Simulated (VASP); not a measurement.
## GaAs: density of states with AM05

Crystal: GaAs.

```
As Ga
1.0
     0.00000    2.82685    2.82685
     2.82685    0.00000    2.82685
     2.82685    2.82685    0.00000
As Ga
1 1
Direct
  0.75000 0.75000 0.75000
  0.00000 0.00000 0.00000
```

```json
{"Program": "VASP 6.6.1", "Task": "density of states", "Functional": "AM05", "Potentials or basis": "VASP PAW PBE potentials, release 64 (As, Ga_d)", "Cutoff": "520 eV", "k mesh": "6 × 6 × 6", "Occupations": "fermi-dirac, width 0.1 eV", "Spin": "non-collinear spin, zero start, spin-orbit coupling", "Starting moments": "[[0.0, 0.0, 0.0], [0.0, 0.0, 0.0]] μB", "k mesh for the DOS": "9 × 9 × 9", "Occupations for the DOS": "tetrahedron", "Further INCAR settings": "ALGO = Fast; EDIFF = 1e-07"}
```

The net moment is 0.00 μB per cell. The valence electrons inside the program's atomic spheres are As 2.83; Ga 11.69.

Moments on the atoms (μB; x, y, z):
```
As  0.00 0.00 0.00
Ga  0.00 0.00 0.00
```

Run time: 2.5 min on 1 thread of Intel(R) Xeon(R) Platinum 8559C (Emerald Rapids), with other jobs on the host, peak memory 0.32 GiB.
